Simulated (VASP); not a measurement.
Write the native input for VASP 6.6.1 that does the following.

| Property | Result |
| --- | --- |
| Task | single point |
| Functional | RPBE |
| Potentials or basis | VASP PAW PBE potentials, release 64 (H, C) |
| Cutoff | 520 eV |
| k mesh | 5 × 10 × 1 |
| Occupations | gaussian, width 0.05 eV |
| Spin | no spin polarisation |
| Dipole correction | yes |
| Further INCAR settings | LREAL = Auto; ALGO = Fast; EDIFF = 1e-06; NBANDS = 65 |

The structure of H2C11 (Diamond) lies in POSCAR:

```
H2C11
1.0
    5.0750765036      0.0000000000      0.0000000000
    0.0000000000      2.5375382518      0.0000000000
    0.0000000000      0.0000000000     26.4297885269
H C
4 22
Direct
    0.2500000000      0.1331838547      0.3216068109
    0.2500000000      0.8668161453      0.3216068109
    0.7500000000      0.8668161453      0.3216068109
    0.7500000000      0.1331838547      0.3216068109
    0.2500000000      0.5000000000      0.3465118910
    0.7500000000      0.5000000000      0.3465118910
    0.5000000000      0.5000000000      0.3804567427
    0.0000000000      0.5000000000      0.3804567427
    0.5000000000      0.0000000000      0.4144015944
    0.0000000000      0.0000000000      0.4144015944
    0.7500000000      0.0000000000      0.4483464461
    0.2500000000      0.0000000000      0.4483464461
    0.7500000000      0.5000000000      0.4822912979
    0.2500000000      0.5000000000      0.4822912979
    0.0038657484      0.5000000000      0.5162629865
    0.4961342516      0.5000000000      0.5162629865
    0.0040064929      0.0000000000      0.5501761156
    0.4959935071      0.0000000000      0.5501761156
    0.2500000000      0.0000000000      0.5872559423
    0.7500000000      0.0000000000      0.5813110731
    0.2500000000      0.5000000000      0.6232765580
    0.7500000000      0.5000000000      0.6132333865
    0.5185670319      0.5000000000      0.6537323158
   -0.0185670319      0.5000000000      0.6537323158
    0.6136407600      0.0000000000      0.6794502069
    0.8863592400      0.0000000000      0.6794502069
```

The cell isn't the ideal one: clean slab, lower half held.

The input as run:

INCAR

```
PREC = Accurate
ENCUT = 520
EDIFF = 1E-6
ISMEAR = 0
SIGMA = 0.05
LREAL = Auto
LASPH = T
NELM = 100
ALGO = Fast
ISIF = 2
LWAVE = F
LCHARG = T
LDIPOL = T
IDIPOL = 3
DIPOL = 0.5 0.5 0.486
GGA = RP
LELF = T
LVHAR = T
LVACPOTAV = T
NBANDS = 65
```

KPOINTS

```
Automatic mesh
0
Gamma
  5 10 1
```

Potentials or basis: VASP PAW PBE potentials, release 64 (H, C).

Command:

```console
$ cat potpaw_PBE.64/H/POTCAR potpaw_PBE.64/C/POTCAR > POTCAR
$ mpirun -np 1 vasp_std > vasp.out
```

Results of the run:

The largest force is 11.701 eV/Å. The band gap on the k mesh is 0.74 eV, indirect (least direct gap 1.28 eV). The ionisation potential of the upper face is 4.98 eV.

Caveat: the PAW data sets were made with another functional, which shifts forces and pressure a little.

It took 9.1 min on 1 thread of Intel(R) Xeon(R) Platinum 8375C CPU @ 2.90GHz (Ice Lake) (shared host), peak memory 0.52 GiB.
